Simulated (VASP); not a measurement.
# Ti2C (R-3m) in VASP: a series of runs, part 6 of 7

VASP 6.6.1. Earlier steps stand in the parts before.

**73. Equation of state, LDA, 13.59 Å³/atom**

Input file INCAR:

```
SYSTEM = Ti2C
  ADDGRID = .FALSE.
  ALGO = Normal
  EDIFF = 1E-6
  ENCUT = 280
  ISIF = 2
  ISMEAR = -1
  LASPH = .TRUE.
  LCHARG = .FALSE.
  LREAL = .FALSE.
  LWAVE = .FALSE.
  NELM = 100
  PREC = Accurate
  SIGMA = 0.15
```

Input file KPOINTS:

```
k-points
0
G
  13 13 13
  0 0 0
```

Input file POSCAR:

```
Ti2C
1.0
    1.5559536106      0.8983302359      4.8614340401
   -1.5559536106      0.8983302359      4.8614340401
    0.0000000000     -1.7966604718      4.8614340401
Ti C
2 1
Direct
    0.7545021700      0.7545021700      0.7545021700
    0.2454978300      0.2454978300      0.2454978300
    0.5000000000      0.5000000000      0.5000000000
```

Started as:

```bash
> cat potpaw_LDA.64/Ti_sv/POTCAR potpaw_LDA.64/C/POTCAR > POTCAR
> mpirun -np 1 vasp_std > vasp.out
```

Run time: 79 s. Hardware: 1 thread of Intel Xeon Platinum 8488C (Sapphire Rapids), shared host; peak memory 0.19 GiB.

The run converged, but a check on its numbers failed (symmetry, net force, bounds or a known fault of this set-up), so they aren't taken as properties of the crystal.

Caveat: the cutoff lies under the usual one of these potentials, so the numbers hold a large basis-set error.

**74. Equation of state, LDA, 12.80 Å³/atom**

INCAR, as its differences from that of step 73:

```diff
@@ -4,3 +4,3 @@
   EDIFF = 1E-6
-  ENCUT = 280
+  ENCUT = 400
   ISIF = 2
```

Input file KPOINTS:

```
k-points
0
G
  11 11 11
  0 0 0
```

Input file POSCAR:

```
Ti2C
1.0
    1.5251345090      0.8805368193      4.7651425901
   -1.5251345090      0.8805368193      4.7651425901
    0.0000000000     -1.7610736387      4.7651425901
Ti C
2 1
Direct
    0.7545021700      0.7545021700      0.7545021700
    0.2454978300      0.2454978300      0.2454978300
    0.5000000000      0.5000000000      0.5000000000
```

Started as:

```bash
> cat potpaw_LDA.64/Ti_sv/POTCAR potpaw_LDA.64/C/POTCAR > POTCAR
> mpirun -np 1 vasp_std > vasp.out
```

Run time: 1.9 min. Hardware: 1 thread of Intel Xeon Platinum 8488C (Sapphire Rapids), shared host; peak memory 0.21 GiB.

The run converged, but some of its settings lie outside the range that counts as converged, so its numbers aren't taken as properties of the crystal.

What came out:

| Item | Value |
| --- | --- |
| Free energy | -29.3909 eV |
| Largest force | 0.023 eV/Å |
| Band gap on the k mesh | none (metal or under the smearing width) |

Caveat: the cutoff is under 1.25 times the usual one of these potentials, so pressure, stress and relaxed cells hold a basis-set (Pulay) error.

**75. Equation of state, LDA, 13.59 Å³/atom**

INCAR is that of step 74.

KPOINTS is that of step 74.

Input file POSCAR:

```
Ti2C
1.0
    1.5559536106      0.8983302359      4.8614340401
   -1.5559536106      0.8983302359      4.8614340401
    0.0000000000     -1.7966604718      4.8614340401
Ti C
2 1
Direct
    0.7545021700      0.7545021700      0.7545021700
    0.2454978300      0.2454978300      0.2454978300
    0.5000000000      0.5000000000      0.5000000000
```

Potentials or basis: VASP PAW LDA potentials, release 64 (Ti_sv, C).

Started as:

```bash
> cat potpaw_LDA.64/Ti_sv/POTCAR potpaw_LDA.64/C/POTCAR > POTCAR
> mpirun -np 1 vasp_std > vasp.out
```

Wall time 1.8 min (1 thread of Intel Xeon Platinum 8488C (Sapphire Rapids), shared host); peak memory 0.21 GiB.

These settings aren't checked as converged: the numbers below hold their error.

What came out:

```yaml
Free_energy: -29.2719 eV
Largest_force: 0.603 eV/Å
Band_gap_on_the_k_mesh: none (metal or under the smearing width)
```

Caveat: the cutoff is under 1.25 times the usual one of these potentials, so pressure, stress and relaxed cells hold a basis-set (Pulay) error.

**76. Equation of state, LDA, 12.80 Å³/atom**

INCAR, as its differences from that of step 75:

```diff
@@ -4,3 +4,3 @@
   EDIFF = 1E-6
-  ENCUT = 400
+  ENCUT = 650
   ISIF = 2
```

Input file KPOINTS:

```
k-points
0
G
  9 9 9
  0 0 0
```

Input file POSCAR:

```
Ti2C
1.0
    1.5251345090      0.8805368193      4.7651425901
   -1.5251345090      0.8805368193      4.7651425901
    0.0000000000     -1.7610736387      4.7651425901
Ti C
2 1
Direct
    0.7545021700      0.7545021700      0.7545021700
    0.2454978300      0.2454978300      0.2454978300
    0.5000000000      0.5000000000      0.5000000000
```

Started as:

```bash
> cat potpaw_LDA.64/Ti_sv/POTCAR potpaw_LDA.64/C/POTCAR > POTCAR
> mpirun -np 1 vasp_std > vasp.out
```

Run time: 3 min. Hardware: 1 thread of Intel Xeon Platinum 8488C (Sapphire Rapids), shared host; peak memory 0.26 GiB.

The run converged, but some of its settings lie outside the range that counts as converged, so its numbers aren't taken as properties of the crystal.

What came out:

| Property | Result |
| --- | --- |
| Free energy | -29.4001 eV |
| Pressure | -3.0 GPa |
| Largest force | 0.025 eV/Å |
| Band gap on the k mesh | none (metal or under the smearing width) |

**77. Equation of state, LDA, 13.59 Å³/atom**

INCAR is that of step 76.

KPOINTS is that of step 76.

Input file POSCAR:

```
Ti2C
1.0
    1.5559536106      0.8983302359      4.8614340401
   -1.5559536106      0.8983302359      4.8614340401
    0.0000000000     -1.7966604718      4.8614340401
Ti C
2 1
Direct
    0.7545021700      0.7545021700      0.7545021700
    0.2454978300      0.2454978300      0.2454978300
    0.5000000000      0.5000000000      0.5000000000
```

Started as:

```bash
> cat potpaw_LDA.64/Ti_sv/POTCAR potpaw_LDA.64/C/POTCAR > POTCAR
> mpirun -np 1 vasp_std > vasp.out
```

Wall time 3.6 min (1 thread of Intel Xeon Platinum 8488C (Sapphire Rapids), shared host); peak memory 0.3 GiB.

These settings aren't checked as converged: the numbers below hold their error.

What came out:

| Item | Value |
| --- | --- |
| Free energy | -29.2786 eV |
| Pressure | -13.2 GPa |
| Largest force | 0.602 eV/Å |
| Band gap on the k mesh | none (metal or under the smearing width) |

**78. Equation of state, LDA, 12.80 Å³/atom**

INCAR, as its differences from that of step 77:

```diff
@@ -4,3 +4,3 @@
   EDIFF = 1E-6
-  ENCUT = 650
+  ENCUT = 460
   ISIF = 2
```

Input file KPOINTS:

```
k-points
0
G
  11 11 11
  0 0 0
```

Input file POSCAR:

```
Ti2C
1.0
    1.5251345090      0.8805368193      4.7651425901
   -1.5251345090      0.8805368193      4.7651425901
    0.0000000000     -1.7610736387      4.7651425901
Ti C
2 1
Direct
    0.7545021700      0.7545021700      0.7545021700
    0.2454978300      0.2454978300      0.2454978300
    0.5000000000      0.5000000000      0.5000000000
```

Potentials or basis: VASP PAW LDA potentials, release 64 (Ti_sv, C).

Started as:

```bash
> cat potpaw_LDA.64/Ti_sv/POTCAR potpaw_LDA.64/C/POTCAR > POTCAR
> mpirun -np 1 vasp_std > vasp.out
```

It took 1.9 min on 1 thread of Intel Xeon Platinum 8488C (Sapphire Rapids), shared host; peak memory 0.22 GiB.

These settings aren't checked as converged: the numbers below hold their error.

Results:

```
Free energy            : -29.3983 eV
Pressure               : -3.1 GPa
Largest force          : 0.018 eV/Å
Band gap on the k mesh : none (metal or under the smearing width)
```

Caveat: the cutoff is under 1.25 times the usual one of these potentials, so pressure, stress and relaxed cells hold a basis-set (Pulay) error.

**79. Equation of state, LDA, 13.59 Å³/atom**

INCAR is that of step 78.

KPOINTS is that of step 78.

Input file POSCAR:

```
Ti2C
1.0
    1.5559536106      0.8983302359      4.8614340401
   -1.5559536106      0.8983302359      4.8614340401
    0.0000000000     -1.7966604718      4.8614340401
Ti C
2 1
Direct
    0.7545021700      0.7545021700      0.7545021700
    0.2454978300      0.2454978300      0.2454978300
    0.5000000000      0.5000000000      0.5000000000
```

Started as:

```bash
> cat potpaw_LDA.64/Ti_sv/POTCAR potpaw_LDA.64/C/POTCAR > POTCAR
> mpirun -np 1 vasp_std > vasp.out
```

It took 2 min on 1 thread of Intel Xeon Platinum 8488C (Sapphire Rapids), shared host; peak memory 0.23 GiB.

The run converged, but some of its settings lie outside the range that counts as converged, so its numbers aren't taken as properties of the crystal.

Results:

* Free energy: -29.2773 eV
* Pressure: -13.3 GPa
* Largest force: 0.607 eV/Å
* Band gap on the k mesh: none (metal or under the smearing width)

Caveat: the cutoff is under 1.25 times the usual one of these potentials, so pressure, stress and relaxed cells hold a basis-set (Pulay) error.

**80. Equation of state, LDA, 12.80 Å³/atom**

INCAR, as its differences from that of step 79:

```diff
@@ -4,3 +4,3 @@
   EDIFF = 1E-6
-  ENCUT = 460
+  ENCUT = 340
   ISIF = 2
```

Input file KPOINTS:

```
k-points
0
G
  13 13 13
  0 0 0
```

Input file POSCAR:

```
Ti2C
1.0
    1.5251345090      0.8805368193      4.7651425901
   -1.5251345090      0.8805368193      4.7651425901
    0.0000000000     -1.7610736387      4.7651425901
Ti C
2 1
Direct
    0.7545021700      0.7545021700      0.7545021700
    0.2454978300      0.2454978300      0.2454978300
    0.5000000000      0.5000000000      0.5000000000
```

Started as:

```bash
> cat potpaw_LDA.64/Ti_sv/POTCAR potpaw_LDA.64/C/POTCAR > POTCAR
> mpirun -np 1 vasp_std > vasp.out
```

It took 99 s on 1 thread of Intel Xeon Platinum 8488C (Sapphire Rapids), shared host; peak memory 0.21 GiB.

The run converged, but a check on its numbers failed (symmetry, net force, bounds or a known fault of this set-up), so they aren't taken as properties of the crystal.

Caveat: the cutoff lies under the usual one of these potentials, so the numbers hold a large basis-set error.

**81. Equation of state, LDA, 13.59 Å³/atom**

INCAR is that of step 80.

KPOINTS is that of step 80.

Input file POSCAR:

```
Ti2C
1.0
    1.5559536106      0.8983302359      4.8614340401
   -1.5559536106      0.8983302359      4.8614340401
    0.0000000000     -1.7966604718      4.8614340401
Ti C
2 1
Direct
    0.7545021700      0.7545021700      0.7545021700
    0.2454978300      0.2454978300      0.2454978300
    0.5000000000      0.5000000000      0.5000000000
```

Potentials or basis: VASP PAW LDA potentials, release 64 (Ti_sv, C).

Started as:

```bash
> cat potpaw_LDA.64/Ti_sv/POTCAR potpaw_LDA.64/C/POTCAR > POTCAR
> mpirun -np 1 vasp_std > vasp.out
```

It took 1.7 min on 1 thread of Intel Xeon Platinum 8488C (Sapphire Rapids), shared host; peak memory 0.22 GiB.

The run converged, but a check on its numbers failed (symmetry, net force, bounds or a known fault of this set-up), so they aren't taken as properties of the crystal.

Caveat: the cutoff lies under the usual one of these potentials, so the numbers hold a large basis-set error.

**82. Equation of state, LDA, 12.80 Å³/atom**

INCAR, as its differences from that of step 81:

```diff
@@ -4,3 +4,3 @@
   EDIFF = 1E-6
-  ENCUT = 340
+  ENCUT = 520
   ISIF = 2
```

Input file KPOINTS:

```
k-points
0
G
  11 11 11
  0 0 0
```

Input file POSCAR:

```
Ti2C
1.0
    1.5251345090      0.8805368193      4.7651425901
   -1.5251345090      0.8805368193      4.7651425901
    0.0000000000     -1.7610736387      4.7651425901
Ti C
2 1
Direct
    0.7545021700      0.7545021700      0.7545021700
    0.2454978300      0.2454978300      0.2454978300
    0.5000000000      0.5000000000      0.5000000000
```

Started as:

```bash
> cat potpaw_LDA.64/Ti_sv/POTCAR potpaw_LDA.64/C/POTCAR > POTCAR
> mpirun -np 1 vasp_std > vasp.out
```

Wall time 3.7 min (1 thread of Intel Xeon Platinum 8488C (Sapphire Rapids), shared host); peak memory 0.26 GiB.

The run converged, but some of its settings lie outside the range that counts as converged, so its numbers aren't taken as properties of the crystal.

Results:

| Item | Value |
| --- | --- |
| Free energy | -29.3979 eV |
| Pressure | -2.9 GPa |
| Largest force | 0.017 eV/Å |
| Band gap on the k mesh | none (metal or under the smearing width) |

**83. Equation of state, LDA, 13.59 Å³/atom**

INCAR is that of step 82.

KPOINTS is that of step 82.

Input file POSCAR:

```
Ti2C
1.0
    1.5559536106      0.8983302359      4.8614340401
   -1.5559536106      0.8983302359      4.8614340401
    0.0000000000     -1.7966604718      4.8614340401
Ti C
2 1
Direct
    0.7545021700      0.7545021700      0.7545021700
    0.2454978300      0.2454978300      0.2454978300
    0.5000000000      0.5000000000      0.5000000000
```

Started as:

```bash
> cat potpaw_LDA.64/Ti_sv/POTCAR potpaw_LDA.64/C/POTCAR > POTCAR
> mpirun -np 1 vasp_std > vasp.out
```

Run time: 3.1 min. Hardware: 1 thread of Intel Xeon Platinum 8488C (Sapphire Rapids), shared host; peak memory 0.26 GiB.

These settings aren't checked as converged: the numbers below hold their error.

What came out:

| Property | Result |
| --- | --- |
| Free energy | -29.2765 eV |
| Pressure | -13.1 GPa |
| Largest force | 0.608 eV/Å |
| Band gap on the k mesh | none (metal or under the smearing width) |

**84. Equation of state, LDA, 12.80 Å³/atom**

INCAR, as its differences from that of step 83:

```diff
@@ -13,2 +13,2 @@
   PREC = Accurate
-  SIGMA = 0.15
+  SIGMA = 0.1
```

KPOINTS is that of step 83.

Input file POSCAR:

```
Ti2C
1.0
    1.5251345090      0.8805368193      4.7651425901
   -1.5251345090      0.8805368193      4.7651425901
    0.0000000000     -1.7610736387      4.7651425901
Ti C
2 1
Direct
    0.7545021700      0.7545021700      0.7545021700
    0.2454978300      0.2454978300      0.2454978300
    0.5000000000      0.5000000000      0.5000000000
```

Potentials or basis: VASP PAW LDA potentials, release 64 (Ti_sv, C).

Started as:

```bash
> cat potpaw_LDA.64/Ti_sv/POTCAR potpaw_LDA.64/C/POTCAR > POTCAR
> mpirun -np 1 vasp_std > vasp.out
```

Wall time 2.8 min (1 thread of Intel Xeon Platinum 8488C (Sapphire Rapids), shared host); peak memory 0.26 GiB.

The run converged, but some of its settings lie outside the range that counts as converged, so its numbers aren't taken as properties of the crystal.

Results:

- Free energy: -29.3598 eV
- Pressure: -3.2 GPa
- Band gap on the k mesh: none (metal or under the smearing width)

**85. Equation of state, LDA, 13.59 Å³/atom**

INCAR is that of step 84.

KPOINTS is that of step 84.

Input file POSCAR:

```
Ti2C
1.0
    1.5559536106      0.8983302359      4.8614340401
   -1.5559536106      0.8983302359      4.8614340401
    0.0000000000     -1.7966604718      4.8614340401
Ti C
2 1
Direct
    0.7545021700      0.7545021700      0.7545021700
    0.2454978300      0.2454978300      0.2454978300
    0.5000000000      0.5000000000      0.5000000000
```

Started as:

```bash
> cat potpaw_LDA.64/Ti_sv/POTCAR potpaw_LDA.64/C/POTCAR > POTCAR
> mpirun -np 1 vasp_std > vasp.out
```

It took 3.4 min on 1 thread of Intel Xeon Platinum 8488C (Sapphire Rapids), shared host; peak memory 0.26 GiB.

The run converged, but some of its settings lie outside the range that counts as converged, so its numbers aren't taken as properties of the crystal.

Results:

```yaml
Free_energy: -29.2347 eV
Pressure: -13.4 GPa
Largest_force: 0.627 eV/Å
Band_gap_on_the_k_mesh: none (metal or under the smearing width)
```

**86. Equation of state, LDA, 12.80 Å³/atom**

INCAR, as its differences from that of step 85:

```diff
@@ -4,3 +4,3 @@
   EDIFF = 1E-6
-  ENCUT = 520
+  ENCUT = 400
   ISIF = 2
@@ -13,2 +13,2 @@
   PREC = Accurate
-  SIGMA = 0.1
+  SIGMA = 0.15
```

Input file KPOINTS:

```
k-points
0
G
  13 13 13
  0 0 0
```

Input file POSCAR:

```
Ti2C
1.0
    1.5251345090      0.8805368193      4.7651425901
   -1.5251345090      0.8805368193      4.7651425901
    0.0000000000     -1.7610736387      4.7651425901
Ti C
2 1
Direct
    0.7545021700      0.7545021700      0.7545021700
    0.2454978300      0.2454978300      0.2454978300
    0.5000000000      0.5000000000      0.5000000000
```

Started as:

```bash
> cat potpaw_LDA.64/Ti_sv/POTCAR potpaw_LDA.64/C/POTCAR > POTCAR
> mpirun -np 1 vasp_std > vasp.out
```

It took 2.9 min on 1 thread of Intel Xeon Platinum 8488C (Sapphire Rapids), shared host; peak memory 0.24 GiB.

These settings aren't checked as converged: the numbers below hold their error.

Results:

- Free energy: -29.3912 eV
- Largest force: 0.025 eV/Å
- Band gap on the k mesh: none (metal or under the smearing width)

Caveat: the cutoff is under 1.25 times the usual one of these potentials, so pressure, stress and relaxed cells hold a basis-set (Pulay) error.

**87. Equation of state, LDA, 13.59 Å³/atom**

INCAR is that of step 86.

KPOINTS is that of step 86.

Input file POSCAR:

```
Ti2C
1.0
    1.5559536106      0.8983302359      4.8614340401
   -1.5559536106      0.8983302359      4.8614340401
    0.0000000000     -1.7966604718      4.8614340401
Ti C
2 1
Direct
    0.7545021700      0.7545021700      0.7545021700
    0.2454978300      0.2454978300      0.2454978300
    0.5000000000      0.5000000000      0.5000000000
```

Potentials or basis: VASP PAW LDA potentials, release 64 (Ti_sv, C).

Started as:

```bash
> cat potpaw_LDA.64/Ti_sv/POTCAR potpaw_LDA.64/C/POTCAR > POTCAR
> mpirun -np 1 vasp_std > vasp.out
```

Wall time 3 min (1 thread of Intel Xeon Platinum 8488C (Sapphire Rapids), shared host); peak memory 0.25 GiB.

The run converged, but some of its settings lie outside the range that counts as converged, so its numbers aren't taken as properties of the crystal.

What came out:

- Free energy: -29.2721 eV
- Largest force: 0.602 eV/Å
- Band gap on the k mesh: none (metal or under the smearing width)

Caveat: the cutoff is under 1.25 times the usual one of these potentials, so pressure, stress and relaxed cells hold a basis-set (Pulay) error.

**88. Equation of state, LDA, 12.80 Å³/atom**

INCAR, as its differences from that of step 87:

```diff
@@ -4,3 +4,3 @@
   EDIFF = 1E-6
-  ENCUT = 400
+  ENCUT = 900
   ISIF = 2
```

Input file KPOINTS:

```
k-points
0
G
  9 9 9
  0 0 0
```

Input file POSCAR:

```
Ti2C
1.0
    1.5251345090      0.8805368193      4.7651425901
   -1.5251345090      0.8805368193      4.7651425901
    0.0000000000     -1.7610736387      4.7651425901
Ti C
2 1
Direct
    0.7545021700      0.7545021700      0.7545021700
    0.2454978300      0.2454978300      0.2454978300
    0.5000000000      0.5000000000      0.5000000000
```

Started as:

```bash
> cat potpaw_LDA.64/Ti_sv/POTCAR potpaw_LDA.64/C/POTCAR > POTCAR
> mpirun -np 1 vasp_std > vasp.out
```

Run time: 4.2 min. Hardware: 1 thread of Intel Xeon Platinum 8488C (Sapphire Rapids), shared host; peak memory 0.36 GiB.

The run converged, but some of its settings lie outside the range that counts as converged, so its numbers aren't taken as properties of the crystal.

What came out:

- Free energy: -29.4047 eV
- Pressure: -2.9 GPa
- Largest force: 0.023 eV/Å
- Band gap on the k mesh: none (metal or under the smearing width)

**89. Equation of state, LDA, 13.59 Å³/atom**

INCAR is that of step 88.

KPOINTS is that of step 88.

Input file POSCAR:

```
Ti2C
1.0
    1.5559536106      0.8983302359      4.8614340401
   -1.5559536106      0.8983302359      4.8614340401
    0.0000000000     -1.7966604718      4.8614340401
Ti C
2 1
Direct
    0.7545021700      0.7545021700      0.7545021700
    0.2454978300      0.2454978300      0.2454978300
    0.5000000000      0.5000000000      0.5000000000
```

Started as:

```bash
> cat potpaw_LDA.64/Ti_sv/POTCAR potpaw_LDA.64/C/POTCAR > POTCAR
> mpirun -np 1 vasp_std > vasp.out
```

Wall time 5.4 min (1 thread of Intel Xeon Platinum 8488C (Sapphire Rapids), shared host); peak memory 0.39 GiB.

These settings aren't checked as converged: the numbers below hold their error.

What came out:

```
Free energy            : -29.2827 eV
Pressure               : -13.1 GPa
Largest force          : 0.605 eV/Å
Band gap on the k mesh : none (metal or under the smearing width)
```

(Part 6 of 7 ends here.)
